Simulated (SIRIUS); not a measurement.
Runs of SIRIUS 7.10.0 on SrO. It takes space group Fm-3m (No. 225, cubic). Conventional cell: a = 5.133 Å, b = 5.133 Å, c = 5.133 Å, α = 90.00°, β = 90.00°, γ = 90.00°. Around Sr (site symmetry m-3m) lie 6 O at 2.57 Å. O (site symmetry m-3m) is surrounded by 6 Sr at 2.57 Å. 

```tsv
task	level	potentials or basis	energy tol	density tol	mixer	mixing beta	max scf	gap on the mesh (eV)	pressure (GPa)	V0 of scaled cells (Å³/atom)	B0 (GPa)
single point	PBEsol	PseudoDojo 0.4.1 PBEsol standard (scalar relativistic)	1e-08 Ha	1e-06	anderson	0.7	100	(b)	-0.8	-	-
equation of state	PBEsol	PseudoDojo 0.4.1 PBEsol standard (scalar relativistic)	-	-	-	-	-	-	-	(c)	94
single point	PBE	PseudoDojo 0.4.1 PBE standard (scalar relativistic)	1e-08 Ha	1e-06	anderson	0.7	100	3.38	3.1	-	-
equation of state	PBE	PseudoDojo 0.4.1 PBE standard (scalar relativistic)	-	-	-	-	-	-	-	17.49	(a)
```

Alike in all rows: no spin polarisation; cell as given; k mesh 9 × 9 × 9; cutoff (eV) 1152; smearing fermi-dirac 0.05 eV.

Problem. Estimate the missing entries.

Solution. (a) 85; (b) 3.27; (c) 16.77.

Caveats: an odd mesh through Γ misses points on the zone boundary, where band edges often lie (some runs).

A k mesh can miss the band edges, and the runs leave out spin-orbit coupling on Sr.

Not every run made on this cell is shown here.
